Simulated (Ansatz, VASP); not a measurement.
## Be in VASP and in Ansatz

```
Be
1.0
     3.59930    0.00000    0.00000
    -1.79965    3.11708    0.00000
     0.00000    0.00000    2.21650
Be
3
Direct
  0.00000 0.00000 0.00000
  0.33333 0.66667 0.50000
  0.66667 0.33333 0.50000
```

Alike in both runs: functional RPBE; k mesh 10 × 10 × 14; occupations fermi-dirac, width 0.1 eV; no spin polarisation.

Ansatz relaxed the structure, and its values are those at the end. VASP's run is a single point on that final structure, the one shown.

|  | VASP | Ansatz |
| --- | --- | --- |
| version | VASP 6.6.1 | Ansatz 0.2.0 |
| potentials or method | VASP PAW PBE potentials, release 64 (Be) | plane waves (420 eV) with PAW, scalar-relativistic |
| plane-wave cutoff (eV) | 520 | 420 |
| valence electrons in the cell | 6 | 6 |

```tsv
	VASP	Ansatz	Ansatz less VASP
pressure (GPa)	0.0	0.0	0.00
```

The functional is the same, so the differences come from potentials, cutoffs and numerics.

Caveats: the PAW data sets were made with another functional, which shifts forces and pressure a little (VASP).
